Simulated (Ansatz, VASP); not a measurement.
One calculation of Se, two programs

```
CELL_PARAMETERS angstrom
1.91811 1.10742 1.56600
-1.91811 1.10742 1.56600
0.00000 -2.21484 1.56600
ATOMIC_POSITIONS crystal
Se 0.00000 0.00000 0.00000
```

Alike in both runs: functional PBE; k mesh 16 × 16 × 16; occupations gaussian, width 0.05 eV; no spin polarisation.

Ansatz relaxed the structure, and its values are those at the end. VASP's run is a single point on that final structure, the one shown.

```csv
,VASP,Ansatz
version,VASP 6.6.1,Ansatz 0.2.0
potentials or method,"VASP PAW PBE potentials, release 64 (Se)","scalar-relativistic, plane waves, PAW"
plane-wave cutoff (eV),520,420
valence electrons in the cell,6,16
```

Ansatz gave:

* gap on the k mesh at the Fermi level (eV): none
* pressure (GPa): 11.8

Q: Which values does VASP return?

A: gap on the k mesh at the Fermi level (eV): none; pressure (GPa): 11.9.

A gap of «none» marks a metal or a gap that the smearing closes. The two sets of potentials don't hold the same shells in valence.
